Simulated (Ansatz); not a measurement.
# GaN: the cost of one run

Program: Ansatz 0.2.0 through its Python package. The levels of theory stand in the script. These are calculated values, not measurements.

## 1. The structure

It takes space group F-43m (No. 216, cubic). The conventional cell has a = 4.507 Å, b = 4.507 Å, c = 4.507 Å, α = 90.00°, β = 90.00°, γ = 90.00°. Ga (site symmetry -43m) has 4 N at 1.95 Å as nearest neighbours. N (site symmetry -43m) is surrounded by 4 Ga at 1.95 Å.

Input file POSCAR_gan:

```text
GaN
1.0
   0.00000000    2.25350061    2.25350061
   2.25350061    0.00000000    2.25350061
   2.25350061    2.25350061    0.00000000
Ga N
1 1
Direct
   0.00000000    0.00000000    0.00000000
   0.75000000    0.75000000    0.75000000
```

## 2. The script

run_ddh.py

```python
"""Dielectric-dependent hybrid for GaN."""

import warnings

import ansatz as az
from ase.io import read
import numpy as np


def count_gap(report):
    # lowest empty less highest filled band, counting bands; zero where they overlap
    return max(report.get("gap_by_band_count_ev") or 0.0, 0.0)

warnings.simplefilter("ignore", az.DeckWarning)

atoms = read("POSCAR_gan", format="vasp")
xtal = az.Crystal.from_ase(atoms)

calc = (
    xtal.calculation()
    .kpoints(6)
    .occupations("fixed")
    .band_table()
)
semilocal = calc.functional("pbesol").run(threads=1).report
hybrid = calc.functional(exchange="pbesol", correlation="pbesol", exact_fraction="inverse_dielectric").run(threads=1).report
alpha = hybrid["hybrid"]["exact_exchange_fraction"]
print(f"fraction of exact exchange {alpha:.4f}, so eps_inf = {1 / alpha:.2f}")
print(f"gap by band count: {count_gap(semilocal):.3f} eV semilocal, {count_gap(hybrid):.3f} eV hybrid")
```

## 3. Launch

Run with:

```bash
python run_ddh.py
```

What time and memory should one allow on 1 thread of Arm Neoverse V1, shared host?

About 30 s, with a peak of 0.94 GiB.
